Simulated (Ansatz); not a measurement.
Runs of Ansatz 0.2.0 on Hf. Symmetry: Fm-3m, No. 225, cubic system. Conventional cell: a = 4.440 Å, b = 4.440 Å, c = 4.440 Å, α = 90.00°, β = 90.00°, γ = 90.00°. Hf (site symmetry m-3m) has 12 Hf at 3.14 Å as nearest neighbours. This isn't the form of Hf at room conditions, which is hcp.

```csv
task,level,atoms under strain,gap on the mesh (eV),pressure (GPa)
elastic constants,PBE,relaxed,none,(a)
phonons,PBE,-,none,-
elastic constants,LDA,clamped,none,-5.3
phonons,PBEsol,-,none,-
elastic constants,PBEsol,relaxed,none,-1.2
```

Alike in all rows: potentials or basis Ansatz PAW; no spin polarisation; cell as given; k mesh 7 × 7 × 7; cutoff (eV) 420; smearing fermi-dirac 0.05 eV.

Problem. Estimate the missing entries.

Solution. (a) 3.5.

Caveats: elastic constants of metals need much finer meshes, so these are rough (some runs); the PAW data sets come from PBE, with cores solved anew for the run's functional, which leaves a small shift of forces and pressure (some runs); the cell is more than 3 GPa from zero pressure, which shifts response properties (some runs).

A k mesh can miss the band edges, and the runs leave out spin-orbit coupling on Hf.

A gap of «none» marks a metal or a gap under the smearing width.
